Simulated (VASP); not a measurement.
# W (Im-3m) in VASP: a series of runs, part 2 of 2

VASP 6.6.1.

**3. Relaxation of the atoms, r2SCAN (a relaxed cell with its volume scaled by 0.96)**

INCAR

```
  PREC = Accurate
  ENCUT = 600
  EDIFF = 1E-7
  ISMEAR = 1
  SIGMA = 0.1
  LREAL = False
  LASPH = True
  NELM = 80
  ALGO = Normal
  ISIF = 2
  LWAVE = False
  LCHARG = False
  METAGGA = R2SCAN
  LMIXTAU = True
  IBRION = 2
  NSW = 40
  EDIFFG = -0.01
```

KPOINTS

```
regular mesh
0
Gamma
  16 16 16
```

POSCAR

```
W                                       
1.0
   -1.5650385376      1.5650385376      1.5650385376
    1.5650385376     -1.5650385376      1.5650385376
    1.5650385376      1.5650385376     -1.5650385376
  W             
     1
Direct
     0.0000000000000000    0.0000000000000000    0.0000000000000000
```

Potentials or basis: VASP PAW PBE potentials, release 64 (W_sv).

Started as:

```
$ cat potpaw_PBE.64/W_sv/POTCAR > POTCAR
$ mpirun -np 1 vasp_std > vasp.out
```

Run time: 47 s. Hardware: 1 thread of Intel Xeon 6975P-C (Granite Rapids), shared host; peak memory 0.17 GiB.

It converged, with:

```
Free energy             : -51.3277 eV
Pressure after relaxing : 13.7 GPa
Band gap on the k mesh  : none (metal or under the smearing width)
```

Final structure:
```cif
data_structure
_symmetry_space_group_name_H-M 'P 1'
_symmetry_Int_Tables_number 1
_cell_length_a 2.7107
_cell_length_b 2.7107
_cell_length_c 2.7107
_cell_angle_alpha 109.471
_cell_angle_beta 109.471
_cell_angle_gamma 109.471
_cell_volume 15.33
loop_
_atom_site_label
_atom_site_type_symbol
_atom_site_fract_x
_atom_site_fract_y
_atom_site_fract_z
_atom_site_occupancy
W1 W 0.00000 0.00000 0.00000 1
```

Levels at points of the mesh, in eV from the Fermi level:
```csv
k point,band 3,band 4,band 5,band 6,band 7,band 8,band 9,band 10,band 11
"(0.00, 0.00, 0.00)",-38.92,-38.92,-10.37,-1.39,-1.39,-1.39,2.59,2.59,15.28
"(0.50, 0.00, 0.00)",-39.42,-38.94,-6.84,-3.97,0.60,2.45,3.54,6.60,12.11
"(0.50, 0.50, 0.50)",-39.99,-39.99,-6.37,-6.36,5.54,5.54,5.54,8.78,8.78
```

Caveat: the relaxation stopped at its first step, so nothing moved; the PAW data sets were made with another functional, which shifts forces and pressure a little. Spin-orbit coupling is left out, which matters for the levels of W.

**4. Relaxation of the atoms, r2SCAN (a relaxed cell with its volume scaled by 0.98)**

INCAR is that of step 3.

KPOINTS is that of step 3.

POSCAR

```
W                                       
1.0
   -1.5758322479      1.5758322479      1.5758322479
    1.5758322479     -1.5758322479      1.5758322479
    1.5758322479      1.5758322479     -1.5758322479
  W             
     1
Direct
     0.0000000000000000    0.0000000000000000    0.0000000000000000
```

Potentials or basis: VASP PAW PBE potentials, release 64 (W_sv).

Started as:

```
$ cat potpaw_PBE.64/W_sv/POTCAR > POTCAR
$ mpirun -np 1 vasp_std > vasp.out
```

OUTCAR:

```text
PREC = Accurate
   ENCUT = 600
   EDIFF = 1E-7
   ISMEAR = 1
   LREAL = False
   LASPH = True
   NELM = 80
   ISIF = 2
   METAGGA = R2SCAN
   IBRION = 2
   NSW = 40
   EDIFFG = -0.01

 ion  position               nearest neighbor table
   1  0.000  0.000  0.000-

  LATTYP: Found a body centered cubic cell.
 ALAT       =     3.1516644958

  Lattice vectors:

 A1 = (  -1.5758322479,   1.5758322479,   1.5758322479)
[... 520 lines left out ...]

 [... further k-points ...]

------------------------ aborting loop because EDIFF is reached ----------------------------------------

  FORCE on cell =-STRESS in cart. coord.  units (eV):
  Direction    XX          YY          ZZ          XY          YZ          ZX
  --------------------------------------------------------------------------------------
  -------------------------------------------------------------------------------------
  Total        0.6337213      0.6337213      0.6337213     -0.0000000      0.0000000     -0.0000000
  in kB       64.8662711     64.8662711     64.8662711     -0.0000000      0.0000000     -0.0000000
  external PRESSURE =      64.8662711 kB  Pullay stress =       0.0000000 kB

 VOLUME and BASIS-vectors are now :
 -----------------------------------------------------------------------------
  energy-cutoff  :      600.00
  volume of cell :       15.65
      direct lattice vectors                 reciprocal lattice vectors
    -1.575832248  1.575832248  1.575832248     0.000000000  0.317292656  0.317292656
     1.575832248 -1.575832248  1.575832248     0.317292656  0.000000000  0.317292656
     1.575832248  1.575832248 -1.575832248     0.317292656  0.317292656  0.000000000

 POSITION                                       TOTAL-FORCE (eV/Angst)
 -----------------------------------------------------------------------------------
      0.00000      0.00000      0.00000        -0.000000      0.000000     -0.000000
 -----------------------------------------------------------------------------------
    total drift:                                0.000000      0.000000     -0.000000

  FREE ENERGIE OF THE ION-ELECTRON SYSTEM (eV)
  ---------------------------------------------------
  free  energy   TOTEN  =       -51.3478232216 eV

  energy  without entropy=      -51.3470673818  energy(sigma->0) =      -51.34757127

 reached required accuracy - stopping structural energy minimisation
```

It took 47 s on 1 thread of Intel Xeon 6975P-C (Granite Rapids), shared host; peak memory 0.17 GiB.

Results:

| Item | Value |
| --- | --- |
| Free energy | -51.3478 eV |
| Pressure after relaxing | 6.5 GPa |
| Band gap on the k mesh | none (metal or under the smearing width) |

Final structure:
```yaml
crystal:
  lattice:
    - [-1.57583, 1.57583, 1.57583]
    - [1.57583, -1.57583, 1.57583]
    - [1.57583, 1.57583, -1.57583]
  atoms:
    - { symbol: W, position: [0.00000, 0.00000, 0.00000] }
```

Caveat: the relaxation stopped at its first step, so nothing moved; the PAW data sets were made with another functional, which shifts forces and pressure a little. The run has no spin-orbit coupling, so splittings on W are missing.

**5. The runs side by side**

| cell | gap on the mesh (eV) | pressure (GPa) |
| --- | --- | --- |
| atoms relaxed from: a relaxed cell with its volume scaled by 0.94 | none | 21.9 |
| atoms relaxed from: a relaxed cell with its volume scaled by 0.96 | none | 13.7 |
| atoms relaxed from: a relaxed cell with its volume scaled by 0.98 | none | 6.5 |

Alike in all rows: task relaxation of the atoms; level r2SCAN; potentials or basis VASP PAW PBE potentials, release 64 (W_sv); no spin polarisation; k mesh 16 × 16 × 16; cutoff (eV) 600; smearing methfessel-paxton 0.1 eV.

Caveats: the relaxation stopped at its first step, so nothing moved; the PAW data sets were made with another functional, which shifts forces and pressure a little.

Total energies depend on the potentials used, so only differences within one code and one set of settings carry meaning.
